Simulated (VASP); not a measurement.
Set up this calculation in VASP 6.6.1, as the native input.

| Quantity | Value |
| --- | --- |
| Task | single point |
| Functional | r2SCAN |
| Potentials or basis | VASP PAW PBE potentials, release 64 (Bi_d) |
| Cutoff | 520 eV |
| k mesh | 4 × 4 × 2 |
| Occupations | gaussian, width 0.1 eV |
| Spin | no spin polarisation |
| Dipole correction | no |
| Further INCAR settings | ALGO = Normal; EDIFF = 1e-07; NBANDS = 38 |

Bi:

```xyz
4
Lattice="2.8504 -2.2624 0.0000 2.8504 2.2624 0.0000 0.0000 0.0000 9.7100" Properties=species:S:1:pos:R:3 pbc="T T T"
Bi    2.8504   -1.1314    1.2125
Bi    2.8504   -1.1310    6.0674
Bi    2.8504    1.1314    8.4975
Bi    2.8504    1.1310    3.6425
```

The cell was built by a generator and needn't be a form met in nature.

One way to write it, as run:

POSCAR

```
Bi
1.0
    2.8503843381     -2.2623954780      0.0000000000
    2.8503843381      2.2623954780      0.0000000000
    0.0000000000      0.0000000000      9.7099622540
Bi
4
Direct
    0.7500519630      0.2499480370      0.1248670080
    0.7499480370      0.2500519630      0.6248670080
    0.2499480370      0.7500519630      0.8751329920
    0.2500519630      0.7499480370      0.3751329920
```

INCAR.step1

```
ALGO = Normal
EDIFF = 1E-4
ENCUT = 520
GGA = PE
ISMEAR = 0
LASPH = True
LCHARG = False
LREAL = False
LWAVE = True
NBANDS = 38
NELM = 100
PREC = Accurate
SIGMA = 0.1
```

INCAR.step2

```
ALGO = Normal
EDIFF = 1E-7
ENCUT = 520
ISIF = 2
ISMEAR = 0
ISTART = 1
LASPH = True
LCHARG = False
LMIXTAU = True
LREAL = False
LWAVE = False
METAGGA = R2SCAN
NBANDS = 38
NELM = 100
PREC = Accurate
SIGMA = 0.1
```

KPOINTS

```
k-points
0
Gamma
  4 4 2
```

Potentials or basis: VASP PAW PBE potentials, release 64 (Bi_d).

Command:

```bash
$ cat potpaw_PBE.64/Bi_d/POTCAR > POTCAR
$ cp INCAR.step1 INCAR
$ mpirun -np 1 vasp_std > vasp.out
$ cp INCAR.step2 INCAR
$ mpirun -np 1 vasp_std > vasp.out
```

Results of the run:

The pressure is -0.1 GPa. The largest force is 0.007 eV/Å and the band gap on the k mesh is none (metal or under the smearing width).

Caveat: the k mesh is coarse (spacing up to 0.44 Å⁻¹), so the values aren't converged; the PAW data sets were made with another functional, which shifts forces and pressure a little; spin-orbit coupling is left out, which moves the levels of the heavy elements.

Wall time 2.2 min on 1 thread of AMD EPYC 9R45 (Zen 5) (shared host), peak memory 0.21 GiB.
